Question

I'm trying to read this band table for a carbon crystal, calculated with PBE. As I understand it, b1 is the highest filled level at each point of the path, b2 the filled level just below it, a1 the lowest empty level and a2 the next one up.

Band structure of a carbon crystal (space group Pmna, 12 atoms per cell), calculated with Ansatz 0.2.0 using non-spin-polarized, scalar-relativistic PBE, PAW and plane waves up to 420 eV. The k mesh is 6×8×6, and the occupations use Gaussian smearing of 0.02 eV.

```
row  band distance (1/Å)  level b2 from the Fermi level (eV)  level b1 from the Fermi level (eV)  level a1 from the Fermi level (eV)  level a2 from the Fermi level (eV)
  1                0.000                              -2.136                              -1.688                               0.826                               2.926
  2                0.250                              -2.360                              -2.176                               1.443                               2.174
  3                0.500                              -2.562                              -2.432                               2.061                               2.564
  4                0.784                              -2.427                              -2.427                               2.563                               2.563
  5                1.103                              -2.264                              -2.264                               3.102                               3.102
  6                1.421                              -1.749                              -1.749                               3.316                               3.316
  7                1.671                              -1.717                              -1.463                               3.054                               3.078
  8                1.921                              -1.702                              -0.926                               2.704                               3.335
  9                2.206                              -1.409                              -1.016                               2.418                               3.264
 10                2.524                              -1.928                              -1.367                               1.360                               3.030
 11                2.843                              -2.136                              -1.688                               0.826                               2.926
 12                3.108                              -1.519                              -1.515                               1.230                               3.127
 13                3.373                              -1.082                              -0.991                               2.075                               2.835
 14                3.631                              -1.049                              -1.049                               2.418                               2.418
 15                3.881                              -1.663                              -1.663                               2.189                               2.189
 16                4.131                              -2.191                              -2.191                               2.152                               2.152
 17                4.449                              -1.957                              -1.957                               2.374                               2.374
 18                4.768                              -1.995                              -1.995                               2.710                               2.710
 19                5.052                              -2.117                              -2.117                               2.736                               2.736
 20                5.302                              -2.102                              -2.102                               3.176                               3.176
 21                5.552                              -2.057                              -2.057                               3.460                               3.460
 22                5.871                              -2.096                              -2.096                               2.866                               2.866
 23                6.189                              -1.122                              -1.122                               2.501                               2.501
 24                6.415                              -2.458                              -2.458                               2.474                               2.474
 25                6.680                              -2.404                              -2.404                               2.494                               2.494
 26                6.945                              -2.204                              -2.204                               2.171                               2.171
 27                7.144                              -1.565                              -0.954                               2.682                               3.335
 28                7.409                              -1.759                              -1.626                               2.899                               3.365
 29                7.674                              -2.057                              -2.057                               3.460                               3.460
 30                7.873                              -1.770                              -1.770                               3.181                               3.181
 31                8.138                              -1.953                              -1.953                               2.808                               2.808
```

My questions, roughly from easy to hard:

1. How large is the gap, and is it direct?
2. The highest b1 and the lowest a1 in the table give me 1.75 eV, but the further results of the same run say 1.652 eV. Which digits can I trust?
3. Would a larger smearing width change the gap?
4. Why does b1 plunge between rows 23 and 24?
5. Can I get the electron's effective mass from the valley at Γ?
6. Why are b1 and b2 identical in so many rows, and a1 and a2 as well?
7. Row 12 almost shows the same thing for b1 and b2. Is it the same effect?
8. What would happen if the cell had two electrons fewer?

Answer

Each row belongs to one wave vector k, which says how the phase of an electron wave changes from one cell to the next. At Γ all cells are in phase. At X, Y and Z the wave changes sign from cell to cell along the first, second and third cell edge. Most of your questions come down to asking which k a level belongs to.

1. How large is the gap, and is it direct?

The gap is 1.65 eV and indirect: the highest filled level is at Y, the lowest empty one at Γ. Light carries almost no momentum on this scale, so by itself it lifts an electron at nearly fixed k. At Γ the top filled level lies 0.86 eV lower than at Y, and the vertical step there is therefore 1.65 + 0.86 = 2.51 eV. That is the smallest vertical step in the printed rows and on the calculation's k mesh. In this picture, absorption between 1.65 and 2.51 eV needs help from a lattice vibration and should be weak.

2. Which digits can be trusted?

Use 1.652 eV as the result of this calculation. The point Y lies between rows 8 and 9, and b1 climbs to −0.826 eV there, 0.10 eV above its value in row 8. A band maximum is easily underestimated when the nearest points lie on its slopes.

The third decimal is useful for comparing levels within this one calculation. It isn't a forecast of a measured gap, because PBE normally makes gaps too small, often by several tenths of an eV or more. Against experiment, even the first decimal is unsafe. Nor does this calculation show that this form of carbon is stable or can be made.

3. Would a larger smearing width change the gap?

Doubling it would change nothing visible. Smearing allows partly filled levels within a narrow energy window around the Fermi level, and here the nearest level is about 41 smearing widths away. All levels therefore stay completely full or completely empty. The Fermi level has simply been placed in the middle of the gap, which is why the two edges lie at −0.826 and +0.826 eV. This equality doesn't mean that electrons and holes behave alike.

4. Why does b1 plunge between rows 23 and 24?

The path is broken there. Row 23 lies close to Z, at the end of the segment T-Z, while row 24 lies close to X, at the start of X-U. The drop of 1.34 eV compares two distant wave vectors and is not the slope of a band. The rise of 1.25 eV between rows 26 and 27 has the same origin, and a less conspicuous break lies between rows 29 and 30.

5. Can the effective mass be read from the valley at Γ?

Not from points this far apart. Sufficiently close to the bottom, the valley must be a parabola:

a1(k) − a1(Γ) = ħ²k²/(2m*)

Here k is the distance from Γ in a chosen direction and m* the effective mass for that direction. In this crystal the masses towards X, Y and Z may all differ. Twice the distance should then give four times the rise. Towards X, a1 rises by 0.617 eV up to row 2, so the parabola predicts 4 × 0.617 = 2.47 eV for row 3, which is twice as far out. The table gives 1.235 eV, half of that.

The parabola was set by Γ and row 2 alone, so row 3 is a fair trial, and the parabola fails it. A mass taken from row 3 would be twice the mass taken from row 2. Towards Y and Z the rise grows about threefold instead of fourfold, as the printed output below shows. A band has a finite height, so its upward curvature can't last. The columns are also sorted by energy, so a1 may pass from one band to another on the way, for instance between rows 2 and 3. A usable mass needs points so close to Γ that the ratio comes out near four.

6. Why are so many levels paired?

The crystal's symmetry requires it. The space group contains a screw axis: a half turn combined with a shift by half the third cell edge. It carries each group of atoms into an identical partner. The two short C=C pairs in the cell are such partners.

Suppose first that the partners didn't interact. Each orbital would then occur twice at the same energy. Interaction normally splits the two into an in-phase and an out-of-phase combination. At Z, however, each group has one set of partners half a cell above it and another half a cell below, with opposite signs of the wave. The two contributions cancel and the splitting disappears.

The two lowest empty levels close up in this way between Γ and Z, although other bands may be involved near Γ. Their separation is 2.10 eV at Γ and 0.76 eV in row 13, and it is zero in row 14, just beyond Z. Together with time reversal, the same argument covers the whole zone face that contains Z, U, R and T. Glide planes, which combine a reflection with a half shift, do the same on the lines X-S, X-U and S-R.

The table follows this rule exactly. In 19 rows both the filled and the empty levels are paired, and all of these rows lie on that face or on those lines. In the other 12 rows neither set is paired. The atoms were relaxed with this symmetry kept, and a distortion that removed it would in general split the pairs.

7. Is row 12 the same effect?

No, and the empty levels reveal it. Where the pairing of question 6 holds, it holds for every level at that k, filled or empty. In row 12, b1 and b2 are only 0.004 eV apart, but a1 and a2 are 1.90 eV apart. Nothing at this k forces levels together.

Here two filled levels come close in energy as k changes. Levels of the same symmetry would repel each other and leave a small gap, while levels of different symmetry may cross.

These two may cross. The next lower level of the same calculation is more than 1.5 eV below them in rows 12 and 13, so they are the two levels that become a pair at Z. Such a pair consists of one in-phase and one out-of-phase combination, which differ in symmetry. Their separation is 0.448 eV at Γ, 0.004 eV in row 12 and 0.091 eV in row 13, which suggests that they do cross near row 12. The columns hide this because b1 is always the upper of the two.

8. What would happen with two electrons fewer?

The crystal would become a metal, provided that the atoms stayed in place and the electrons stayed non-magnetic. The cell has 48 valence electrons. With two electrons of opposite spin in each band, they fill 24 bands, which make 12 complete pairs. The filling ends between two pairs, and that is where a gap can open.

With 46 electrons, 23 bands' worth of states would have to be filled, or eleven and a half pairs. A gap would then have to lie between b2 and b1. These two touch all over the zone face, so no gap can separate them. A real crystal might still escape. A distortion, or a magnetic order with opposite spins on partner groups, can remove the symmetry that holds the pairs together. A ferromagnetic order is expected to keep the pairs within each spin direction, as long as spin-orbit coupling is negligible, but it changes the count, for instance to 24 bands of one spin and 22 of the other.

This gives a rule that you can apply before any calculation. In a non-magnetic crystal with this symmetry, a band gap requires a number of electrons per cell that is divisible by four. The right number permits a gap but doesn't guarantee one, because different pairs may still overlap in energy.

Printed output of the fit:

```
valence top at Y from the Fermi level, eV: -0.8258
conduction bottom at Gamma from the Fermi level, eV: 0.8258
indirect gap from Y to Gamma, eV: 1.652
gap that the printed rows alone would give, eV: 1.752
excess of the printed-row gap over the true one, eV: 0.1002
smallest vertical gap in the printed rows, eV: 2.514
next smallest vertical gap away from Gamma, eV: 2.727
depth of the top filled level at Gamma below that at Y, eV: 0.8622
depth of b1 in row 13 (near Z) below the top at Y, eV: 0.1652
half the gap divided by the smearing width: 41.29
change of b1 from row 23 to row 24 (path break), eV: -1.336
change of b1 from row 26 to row 27 (path break), eV: 1.25
number of rows with b1 and b2 equal and a1 and a2 equal: 19
number of rows without pairing: 12
row 12, b1 less b2, eV: 0.004
row 12, a2 less a1, eV: 1.897
rise of a1 from Gamma towards X, first point (row 2), eV: 0.617
the same at twice the distance (row 3), eV: 1.235
ratio of the two rises towards X (parabola gives 4): 2.002
ratio of the two rises towards Y, rows 9 and 10: 2.981
ratio of the two rises towards Z, rows 13 and 12: 3.092
filled bands: 24
filled pairs of bands: 12
filled pairs of bands with two electrons fewer: 11.5
```
